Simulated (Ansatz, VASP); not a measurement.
This is a calculation of N for VASP 6.6.1.

Contents of INCAR:

```
PREC = Accurate
ENCUT = 520
EDIFF = 1E-7
ISMEAR = -1
SIGMA = 0.05
LREAL = F
LASPH = T
NELM = 100
ALGO = Normal
ISIF = 2
LWAVE = F
LCHARG = F
GGA = PE
NBANDS = 18
```

Contents of KPOINTS:

```
regular mesh
0
Gamma
  7 7 4
```

POSCAR

```
N
1.0
    4.2489640077      0.0000000000      0.0000000000
   -2.1244820039      3.6797107705      0.0000000000
    0.0000000000      0.0000000000      7.1434110127
N
4
Direct
    0.6666666667      0.3333333333      0.6710699600
    0.6666666667      0.3333333333      0.8289300400
    0.3333333333      0.6666666667      0.1710699600
    0.3333333333      0.6666666667      0.3289300400
```

Potentials or basis: VASP PAW PBE potentials, release 64 (N).

Launch:

```bash
$ cat potpaw_PBE.64/N/POTCAR > POTCAR
$ mpirun -np 1 vasp_std > vasp.out
```

Question: Translate it to Ansatz 0.2.0. Potentials there: Ansatz PAW.

Answer: As run (the cutoff follows the program's own potentials):

The input input.yaml:

```yaml
crystal:
  lattice:
    - [4.2489640077, 0.0, 0.0]
    - [-2.1244820039, 3.6797107705, 0.0]
    - [0.0, 0.0, 7.1434110127]
  atoms:
    - { symbol: "N", position: [0.6666666667, 0.3333333333, 0.67106996] }
    - { symbol: "N", position: [0.6666666667, 0.3333333333, 0.82893004] }
    - { symbol: "N", position: [0.3333333333, 0.6666666667, 0.17106996] }
    - { symbol: "N", position: [0.3333333333, 0.6666666667, 0.32893004] }
hamiltonian:
  xc: pbe
  pseudopotentials: { kind: paw }
kpoints:
  mp_grid: { grid: [7, 7, 4] }
scf:
  occupations: { method: fermi_dirac, width: 0.05 }
output:
  forces: true
  stress: true
  eigenvalues: true
```

Potentials or basis: Ansatz PAW.

Command:

```bash
$ ansatz run input.yaml --threads 2 --pin off --max-ram 5120MiB --backend cpu --events-out ev --progress --plain --runs-dir out
```

Both were run:

|  | VASP | Ansatz | Ansatz less VASP |
| --- | --- | --- | --- |
| gap on the k mesh at the Fermi level (eV) | 6.90 | 6.94 | +0.040 |
| least direct gap on the mesh (eV) | 7.15 | 7.19 | +0.038 |
| pressure (GPa) | -2.2 | -3.4 | -1.15 |
| largest component of the traceless stress (GPa) | 4.46 | 7.01 | +2.555 |
| rms of the force components (eV/Å) | 1.194 | 1.890 | +0.6966 |

Atom by atom the forces differ by 0.697 eV/Å (rms over components).

Caveats: forces of over 1 eV/Å show positions far from the minimum, so gaps and moduli don't describe the material at rest; the standard files for N, O and F lose accuracy on very short bonds (VASP); an odd mesh through Γ misses points on the zone boundary, where band edges often lie (VASP); odd divisions of the mesh miss points on the zone boundary, where band edges often lie, so the gap on the mesh can be too wide (Ansatz); the pressure holds a Pulay correction of +0.3 GPa for the finite cutoff (Ansatz).
